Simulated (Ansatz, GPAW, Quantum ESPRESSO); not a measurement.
## WC: 4 runs at one level of theory

```xyz
2
Lattice="0.0000 2.1927 2.1927 2.1927 0.0000 2.1927 2.1927 2.1927 0.0000" Properties=species:S:1:pos:R:3 pbc="T T T"
W     0.0000    0.0000    0.0000
C     2.1927    2.1927    2.1927
```

The cell is a database's computed one, not the measured one.

Alike in all runs: task band structure; functional PBEsol; k mesh 10 × 10 × 10; occupations fermi-dirac, width 0.05 eV; no spin polarisation; no spin-orbit coupling. Pressure is positive in compression and, in plane waves, holds the error of the finite cutoff, which Ansatz's Pulay term estimates and takes out.

```
                           program and potentials  plane-wave cutoff (eV)  notes  pressure (GPa)
        Ansatz, PAW datasets made for the crystal                     340      -          -10.22
   Ansatz, all-electron LAPW, scalar-relativistic                       -      -          -10.21
                Quantum ESPRESSO, GBRV 1.5 PBEsol                     762      -           -9.46
GPAW, PAW data sets generated for this functional                     800      -          -10.76
```

The pressure spans -10.76 (GPAW, PAW data sets generated for this functional) to -9.46 GPa (Quantum ESPRESSO, GBRV 1.5 PBEsol), with all-electron results at -10.21. The cell lies far from this level's equilibrium.

The functional is the same throughout but for its coding, so the spread measures potentials, basis and numerics; runs on potential files found faulty are left out.
